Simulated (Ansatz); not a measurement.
# TiC: the cost of one run

Computed with Ansatz 0.2.0 (DFT PBE, scalar-relativistic, plane waves, PAW, unless a step's input says otherwise).

## Step 1: Starting point

Symmetry: P6_3/mmc, No. 194, hexagonal system. Conventional cell: a = 3.101 Å, b = 3.101 Å, c = 9.783 Å, α = 90.00°, β = 90.00°, γ = 120.00°. Ti (site symmetry -6m2) has 6 C at 2.17 Å as nearest neighbours. Ti (site symmetry -3m) has 6 C at 2.17 Å as nearest neighbours. Around C (site symmetry 3m) lie 6 Ti at 2.17 Å.

Structure file:

```xyz
8
Lattice="3.1012 0.0000 0.0000 -1.5506 2.6857 0.0000 0.0000 0.0000 9.7827" Properties=species:S:1:pos:R:3 pbc="T T T"
Ti    1.5506    0.8952    7.3370
Ti    0.0000    0.0000    0.0000
Ti    0.0000    1.7905    2.4457
Ti    0.0000    0.0000    4.8913
C     0.0000    1.7905    8.5643
C     1.5506    0.8952    1.2183
C     1.5506    0.8952    3.6730
C     0.0000    1.7905    6.1097
```

The start is the relaxed end of an invented cell (made as: close-packed metal layers stacked ABCB|A, with sites between them filled layer by layer (P6_3/mmc, No. 194)), taken up again for a closer look.

## Step 2: Probe: one point on a coarse mesh

Input file input.yaml:

```yaml
crystal:
  lattice:
    - [3.1011933, 0.0, 0.0]
    - [-1.5505966, 2.6857122, 0.0]
    - [0.0, 0.0, 9.7826734]
  atoms:
    - { symbol: Ti, position: [0.6666667, 0.3333333, 0.75] }
    - { symbol: Ti, position: [0.0, 0.0, 0.0] }
    - { symbol: Ti, position: [0.3333333, 0.6666667, 0.25] }
    - { symbol: Ti, position: [0.0, 0.0, 0.5] }
    - { symbol: C, position: [0.3333333, 0.6666667, 0.87546] }
    - { symbol: C, position: [0.6666667, 0.3333333, 0.12454] }
    - { symbol: C, position: [0.6666667, 0.3333333, 0.37546] }
    - { symbol: C, position: [0.3333333, 0.6666667, 0.62454] }
basis:
  ecutwfc: 420
kpoints:
  mp_grid: { grid: [6, 6, 2] }
hamiltonian:
  xc: pbe
scf:
  occupations: { method: gaussian, width: 0.1 }
  lower_state_search: "off"
output:
  forces: true
  stress: true
  eigenvalues: true
```

Run with:

```console
ansatz run input.yaml --threads 4 --pin off --max-ram 8192MiB --backend cpu --events-out ev --progress --plain --runs-dir out
```

Q: Estimate wall time and peak memory on 4 threads of Arm Neoverse V1, shared host.

About 1.9 s, with a peak of 0.41 GiB.
